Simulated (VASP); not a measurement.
Here is a VASP 6.6.1 calculation.

Contents of INCAR:

```
SYSTEM = Si
ALGO = Normal
EDIFF = 1E-6
EDIFFG = -0.01
ENCUT = 600
GGA = PE
IBRION = 2
ISIF = 3
ISMEAR = 0
IVDW = 12
LASPH = .TRUE.
LCHARG = .FALSE.
LREAL = .FALSE.
LWAVE = .FALSE.
NELM = 80
NSW = 90
PREC = Accurate
SIGMA = 0.03
```

File KPOINTS:

```
k-points
0
G
  10 10 10
  0 0 0
```

POSCAR

```
Si
1.0
    0.0000000000      2.7135600000      2.7135600000
    2.7135600000      0.0000000000      2.7135600000
    2.7135600000      2.7135600000      0.0000000000
Si
2
Direct
    0.7500000000      0.7500000000      0.7500000000
    0.5000000000      0.5000000000      0.5000000000
```

Potentials or basis: VASP PAW PBE potentials, release 64 (Si).

The run is started by

```bash
$ cat potpaw_PBE.64/Si/POTCAR > POTCAR
$ mpirun -np 1 vasp_std > vasp.out
```

**Question.** Predict the relaxed cell.

**Answer.** a = 3.832 Å, b = 3.832 Å, c = 3.832 Å, α = 60.00°, β = 60.00°, γ = 60.00°.

**Question.** Estimate the space group after relaxing (to 0.05 Å).

**Answer.** Fd-3m (No. 227).

Step by step:
| step | energy change (eV) | largest force (eV/Å) | pressure (GPa) | volume (Å³) |
| --- | --- | --- | --- | --- |
| 1 | 0.0000 | 0.0000 | -0.35 | 39.96 |
| 2 | -0.0001 | 0.0000 | 0.23 | 39.71 |
| 3 | -0.0002 | 0.0000 | 0.01 | 39.80 |
